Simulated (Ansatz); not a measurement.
# Sensitivity of the gradients in TiO2 to the input

Cell: a computed structure from the Materials Project (it need not be an observed phase).

Space group Pbcn (No. 60); a = 4.5453, b = 5.5196, c = 4.9092 Å.

| site | Wyckoff | site symmetry | x | y | z |
| --- | --- | --- | --- | --- | --- |
| Ti | 4c | .2. | 0.5000 | 0.6730 | 0.7500 |
| O | 8d | 1 | 0.7285 | 0.6183 | 0.0814 |

One atom of each set is listed.

Reference run. All values are calculated (Ansatz; DFT, PBE, plane waves and PAW, scalar-relativistic, 420 eV cutoff, Γ-centred 5×4×4 k-points, Fermi–Dirac smearing 0.02 eV), not measured.

Question: The input is changed as follows: `total_charge`: not typed → -1. What happens to V_zz (10²¹ V/m²) and η?

Answer: 

| site | V_zz reference | η reference | V_zz changed | η changed |
| --- | --- | --- | --- | --- |
| Ti | 2.74 | 0.27 | 2.98 | 0.04 |
| O | -2.73 | 0.60 | -2.50 | 0.52 |

The largest change of V_zz is on Ti, from 2.74 to 2.98. In per cent, |V_zz| changes by +9 on Ti, -9 on O (all sites that start above 2). Where |V_zz| stays above 0.1, η moves most on Ti, from 0.27 to 0.04. The changed cell holds a charge of -1 on a uniform background, so it isn't the neutral crystal. It has an odd number of electrons and no spin polarisation, so the extra carrier is shared by both spins and spread out, where a real one carries spin and can localise. The gap no longer holds the Fermi energy in the changed run, so its gradients also hang on the k-mesh and the smearing. SCF iterations: 6 and 8.
